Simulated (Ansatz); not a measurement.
Pt in Ansatz: the effect of functional

Crystal: Pt.

```
Pt
1.0
     2.76067    0.00000    0.00000
    -1.38033    2.39081    0.00000
     0.00000    0.00000    4.79213
Pt
2
Direct
  0.33333 0.66667 0.25000
  0.66667 0.33333 0.75000
```

This isn't the form of Pt at room conditions, which is fcc.

Alike in all runs:

```yaml
Program: Ansatz 0.2.0
Task: projected density of states
Potentials_or_basis: Ansatz PAW
k_mesh: 6 × 6 × 3
Occupations: fermi-dirac, width 0.05 eV
Spin: no spin polarisation
```

Q: One run gave: pressure -7.6 GPa. Which functional did it use?
A. PBE0
B. r2SCAN
C. PBEsol
D. LDA
E. HSE06

A: B.

```tsv
functional	cutoff	pressure (GPa)
LDA	420 eV (not typed: the program's choice for these potentials)	-16.9
PBEsol	420 eV (not typed: the program's choice for these potentials)	-11.9
r2SCAN	500 eV (not typed: the program's choice for these potentials)	-7.6
HSE06	420 eV (not typed: the program's choice for these potentials)	-10.5
PBE0	420 eV (not typed: the program's choice for these potentials)	-10.3
r2SCAN0	500 eV (not typed: the program's choice for these potentials)	-13.7
```

Caveats: all runs use coarse meshes; the PAW data sets come from PBE, with cores solved anew for the run's functional, which leaves a small shift of forces and pressure; the density of states is complete only up to the lowest level of the last band computed; the thresholds are loose for stress (some runs).
